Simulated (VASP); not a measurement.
Sn:

```
Sn
1.0
    -1.89465    1.89465    1.89465
     1.89465   -1.89465    1.89465
     1.89465    1.89465   -1.89465
Sn
1
Direct
  0.00000 0.00000 0.00000
```

This isn't the form of Sn at room conditions, which is tetragonal (white tin).

| Property | Result |
| --- | --- |
| Program | VASP 6.6.1 |
| Task | relaxation of cell and atoms |
| Functional | revPBE |
| Potentials or basis | VASP PAW PBE potentials, release 64 (Sn_d) |
| Cutoff | 600 eV |
| k mesh | 10 × 10 × 10 |
| Occupations | fermi-dirac, width 0.05 eV |
| Spin | no spin polarisation |

At the start: pressure 1.6 GPa; volume 27.20 Å³/atom.

Q: Where does the relaxation end?

A: Over 3 steps the energy falls by 4.9 meV/atom and the volume is 28.21 Å³/atom (+3.7 %); space group Im-3m (No. 229, to 0.05 Å).

Step by step:
```
step  energy change (eV)  largest force (eV/Å)  pressure (GPa)  volume (Å³)
   1              0.0000                0.0000            1.62        27.20
   2             -0.0049                0.0000           -0.13        28.30
   3             -0.0049                0.0000            0.00        28.21
```

Final structure:
```
Sn
1.0
    -1.91775    1.91775    1.91775
     1.91775   -1.91775    1.91775
     1.91775    1.91775   -1.91775
Sn
1
Direct
  0.00000 0.00000 0.00000
```

Caveat: the PAW data sets were made with another functional, which shifts forces and pressure a little.
